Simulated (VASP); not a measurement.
## AlN: optical spectrum with PBE-EpsX

AlN:

```
Al N
1.0
     3.11300    0.00000    0.00000
    -1.55650    2.69594    0.00000
     0.00000    0.00000    4.98100
Al N
2 2
Direct
  0.66667 0.33333 0.50000
  0.33333 0.66667 0.00000
  0.66667 0.33333 0.88000
  0.33333 0.66667 0.38000
```

```
Program                            : VASP 6.6.1
Task                               : optical spectrum
Functional                         : PBE-EpsX
Potentials or basis                : VASP PAW PBE potentials, release 64 (Al, N)
Cutoff                             : 520 eV
k mesh                             : 5 × 5 × 3
Occupations                        : tetrahedron
Spin                               : no spin polarisation
Grid for exact exchange (PRECFOCK) : Fast
Exchange at q = 0                  : default
Share of exact exchange            : 0.2218
Further INCAR settings             : ALGO = Normal; EDIFF = 1e-06; NBANDS = 56
```

- Pressure: -1.2 GPa
- Largest force: 0.130 eV/Å
- Band gap on the k mesh: 6.09 eV, direct

Forces on the atoms (eV/Å):
```
Al   0.000  0.000 -0.130
Al   0.000  0.000 -0.130
N    0.000  0.000  0.130
N    0.000  0.000  0.130
```

Stress tensor (GPa, compression positive):
```
-1.71  0.00  0.00
 0.00 -1.71  0.00
 0.00  0.00 -0.13
```

Levels at points of the mesh, in eV from the valence-band top:
| k point | band 4 | band 5 | band 6 | band 7 | band 8 | band 9 | band 10 | band 11 | band 12 | band 13 |
| --- | --- | --- | --- | --- | --- | --- | --- | --- | --- | --- |
| (0.00, 0.00, 0.00) | -0.92 | -0.92 | -0.19 | -0.19 | 0.00 | 6.09 | 8.65 | 12.95 | 13.29 | 13.29 |

Dielectric function (mean over the directions given):
```
energy (eV)  real part  imaginary part
       0.26       3.62            0.00
       0.69       3.63            0.00
       1.21       3.65            0.00
       1.73       3.68            0.00
       2.25       3.73            0.00
       2.77       3.79            0.00
       3.29       3.87            0.00
       3.72       3.96            0.00
       4.24       4.08            0.00
       4.76       4.24            0.00
       5.28       4.44            0.00
       5.80       4.71            0.00
       6.32       5.11            0.01
       6.84       5.69            0.12
       7.27       6.30            0.35
       7.79       7.43            0.77
       8.31       9.25            4.22
       8.83       6.69            8.60
       9.35       3.08            6.26
       9.87       3.62            5.03
      10.30       3.11            5.23
      10.82       1.46            5.74
      11.34       1.79            4.23
      11.86       2.23            8.25
      12.38       1.49            3.69
      12.90       1.81            5.09
      13.42      -0.30            3.76
      13.85       1.80            2.29
      14.37       1.01            6.56
      14.89      -0.37            5.24
      15.41      -1.43            4.46
      15.93      -0.89            3.34
      16.44      -2.39            2.33
      16.88      -1.80            1.77
      17.40      -1.27            1.41
      17.92      -1.10            1.42
      18.44      -0.99            1.44
      18.95      -1.15            1.34
      19.47      -0.97            0.95
      19.99      -0.86            0.75
```

Run time: 16 min on 1 thread of Intel(R) Xeon(R) Platinum 8375C CPU @ 2.90GHz (Ice Lake), on a shared host, peak memory 0.32 GiB.

Caveat: the k mesh is coarse (spacing up to 0.47 Å⁻¹), so the values aren't converged, least of all with exact exchange; spectra need much finer meshes, so this one isn't converged; independent-particle spectra lack excitons; the PAW data sets were made with another functional, which shifts forces and pressure a little.
